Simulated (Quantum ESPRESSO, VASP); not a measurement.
This is a calculation of HfC for VASP 6.6.1. 

The input INCAR:

```
SYSTEM = HfC
ALGO = Fast
BPARAM = 20.0
CPARAM = 0.0093
EDIFF = 1E-6
EDIFFG = -0.005
ENCUT = 600
GGA = PS
IBRION = 2
ISIF = 3
ISMEAR = -1
IVDW_NL = 2
LASPH = .True.
LCHARG = .False.
LREAL = .False.
LUSE_VDW = .True.
LWAVE = .False.
NELM = 80
NSW = 60
PREC = Accurate
SIGMA = 0.05
```

File KPOINTS:

```
k-points
0
Gamma
  10 10 10
  0 0 0
```

File POSCAR:

```
HfC
1.0
    0.0000000000      2.3250000000      2.3250000000
    2.3250000000      0.0000000000      2.3250000000
    2.3250000000      2.3250000000      0.0000000000
Hf C
1 1
Direct
    0.5000000000      0.5000000000      0.5000000000
    0.0000000000      0.0000000000      0.0000000000
```

Potentials or basis: VASP PAW PBE potentials, release 64 (Hf_pv, C).

Command:

```console
$ cat potpaw_PBE.64/Hf_pv/POTCAR potpaw_PBE.64/C/POTCAR > POTCAR
$ mpirun -np 1 vasp_std > vasp.out
```

Task: Set up the same calculation for Quantum ESPRESSO 7.5 (ASE script). Potentials or basis there: GBRV 1.5 PBEsol, cutoff 612 eV.

Result: As run (cutoffs and basis follow the program's own potentials, and thresholds, step limits or extra output files can differ):

run.py

```python
import numpy as np
from ase.calculators.espresso import Espresso, EspressoProfile
from ase.io import read

atoms = read('POSCAR')

input_data = {
    'control': {'calculation': 'scf', 'prefix': 'pwscf', 'outdir': './tmp', 'tprnfor': True, 'tstress': True, 'disk_io': 'low'},
    'system': {'ecutwfc': 45.0, 'ecutrho': 360.0, 'nbnd': 14, 'input_dft': 'sla+pw+psx+psc+vv10', 'occupations': 'smearing', 'smearing': 'fd', 'degauss': 0.00367493},
    'electrons': {'conv_thr': 4e-10, 'electron_maxstep': 120, 'mixing_beta': 0.5},
}
pseudopotentials = {'C': 'c_pbesol_v1.2.uspp.F.UPF', 'Hf': 'hf_pbesol_v1.uspp.F.UPF'}
profile = EspressoProfile(command='mpirun -n 2 pw.x -nk 2', pseudo_dir='pseudo')
dft = Espresso(profile=profile, input_data=input_data, pseudopotentials=pseudopotentials, kpts=(10, 10, 10), koffset=(0, 0, 0))
atoms.calc = dft

from ase.optimize import BFGS
from ase.filters import FrechetCellFilter
done = BFGS(FrechetCellFilter(atoms), trajectory='opt.traj').run(fmax=0.02, steps=30)
print('converged', done)
print('cell (A)', np.round(atoms.cell.cellpar(), 5))
print(f'energy {atoms.get_potential_energy():.8f} eV')
print('forces (eV/A)')
print(np.round(atoms.get_forces(), 6))
print('stress (eV/A^3, Voigt)')
print(np.round(atoms.get_stress(), 8))
print(f'Fermi level {dft.get_fermi_level():.4f} eV')
```

The input POSCAR:

```
HfC
1.0
    0.0000000000      2.3250000000      2.3250000000
    2.3250000000      0.0000000000      2.3250000000
    2.3250000000      2.3250000000      0.0000000000
Hf C
1 1
Direct
    0.5000000000      0.5000000000      0.5000000000
    0.0000000000      0.0000000000      0.0000000000
```

Potentials or basis: GBRV 1.5 PBEsol.

Command:

```console
$ OMP_NUM_THREADS=1 python run.py
```

Both were run:

|  | VASP | Quantum ESPRESSO |
| --- | --- | --- |
| Relaxed volume | 12.18 Å³/atom | 12.07 Å³/atom |
| Relaxed cell | a = 3.254 Å, b = 3.254 Å, c = 3.254 Å, α = 60.00°, β = 60.00°, γ = 60.00° | a = 3.244 Å, b = 3.244 Å, c = 3.244 Å, α = 60.00°, β = 60.00°, γ = 60.00° |
| Space group after relaxing | Fm-3m (No. 225) | Fm-3m (No. 225) |
| Pressure after relaxing | 0.1 GPa | 0.0 GPa |

The potentials hold 14 and 16 valence electrons a cell.

VASP's potentials were made for PBE.

Pressure is positive in compression.
